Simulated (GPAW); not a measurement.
Runs of GPAW 26.7.0 on Sb. Symmetry: Fm-3m, No. 225, cubic system. The conventional cell has a = 4.742 Å, b = 4.742 Å, c = 4.742 Å, α = 90.00°, β = 90.00°, γ = 90.00°. Around Sb (site symmetry m-3m) lie 12 Sb at 3.35 Å. This isn't the form of Sb at room conditions, which is rhombohedral.

```tsv
task	level	potentials or basis	cell	k mesh	cutoff (eV)	smearing	maxiter	optimizer	fmax	max steps	convergence	gap on the mesh (eV)	pressure (GPa)	relaxed volume (Å³/atom)
relaxation of cell and atoms	PBEsol+D3(BJ)	PAW data sets generated in the run's folder for this functional, pw	relaxed	10 × 10 × 10	600	fermi-dirac 0.05 eV	150	BFGS	0.02 eV/Å	60	density=1e-05 forces=0.0001	none	0.0	24.69
single point	r2SCAN	GPAW PAW data sets (gpaw-data 1.2.1), pw	as given	8 × 8 × 8	450	fermi-dirac 0.05 eV	120	-	-	-	default	none	0.0	-
relaxation of cell and atoms	PBEsol+D3	PAW data sets generated in the run's folder for this functional, pw	relaxed	10 × 10 × 10	600	fermi-dirac 0.05 eV	150	BFGS	0.02 eV/Å	60	density=1e-05 forces=0.0001	none	0.1	25.33
relaxation of cell and atoms	PBEsol+D3(BJ)+ATM	PAW data sets generated in the run's folder for this functional, pw	relaxed	10 × 10 × 10	600	fermi-dirac 0.05 eV	150	BFGS	0.02 eV/Å	60	density=1e-05 forces=0.0001	none	0.0	24.82
single point	LDA	the program's PAW data sets (release 1.2.1) made for this functional, pw	as given	10 × 10 × 10	600	gaussian 0.02 eV	150	-	-	-	-	none	(a)	-
```

Alike in all rows: no spin polarisation.

**Question.** Estimate the missing entries.

**Answer.** (a) -2.5.

Caveats: later steps reuse the first step's grids (some runs); pairwise dispersion overbinds metals, which lowers pressure and volume (some runs); the cutoff is short for stress and forces, so pressures can be off by a GPa or more (some runs); the PAW data sets were made with another functional, which shifts forces and pressure a little (some runs).

A k mesh can miss the band edges, and the runs leave out spin-orbit coupling on Sb.

A gap of «none» marks a metal or a gap under the smearing width.

Not every run made on this cell is shown here.
